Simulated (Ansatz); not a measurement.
# What I vacancy does to CsPbI3

The reference is a 10-atom supercell of CsPbI₃ in the cubic perovskite structure (space group Pm-3m, No. 221; a = 6.333 Å) at its relaxed geometry.

Modification: a neutral I vacancy, atoms relaxed at fixed cell, starting from a slightly rattled geometry.

The values are results of Kohn–Sham DFT with the r2SCAN functional, run in Ansatz (a quantum-chemistry and plane-wave program) with PAW and 500 eV plane waves, no SOC, not measurements. k-mesh 4×4×4 (Γ-centred); smearing 0.01 eV (Fermi–Dirac).

```tsv
quantity	base	changed	shift
pressure	0.0 GPa	-0.3 GPa	-0.3 GPa
largest displacement of a host atom from its site in the perfect cell	–	0.78 Å	–
```

Final structure:

```
CELL_PARAMETERS angstrom
      6.33267    -6.33267     0.00000
      0.00000     6.33267    -6.33267
      0.00000     6.33267     6.33267
ATOMIC_POSITIONS crystal
  Cs 0.01063 0.02008 0.00480
  Cs 0.01075 0.48617 0.51297
  Pb 0.44245 0.19913 0.72117
  Pb 0.47802 0.73957 0.23761
  I  0.01965 0.58071 0.00258
  I  0.40768 0.44357 0.45723
  I  0.60965 0.04499 0.05693
  I  0.60083 0.03895 0.54952
  I  0.41904 0.44678 0.95836
```

Cost of the whole job for the changed cell (relaxation, final SCF and bands): roughly 2.4 core-hours.

The magnetic state is the one reached from the starting moments; the real material's order can differ, and small cells can't hold many antiferromagnetic ones. In so small a cell the defect repeats every few ångströms: this is an ordered compound, not a dilute defect. Many cubic perovskites are stable only at high temperature; tilts and polar distortions were not tested. The defect cell is spin-polarised and ends with 1.0 μB. This is not the structure that CsPbI3 has at room temperature and ambient pressure.
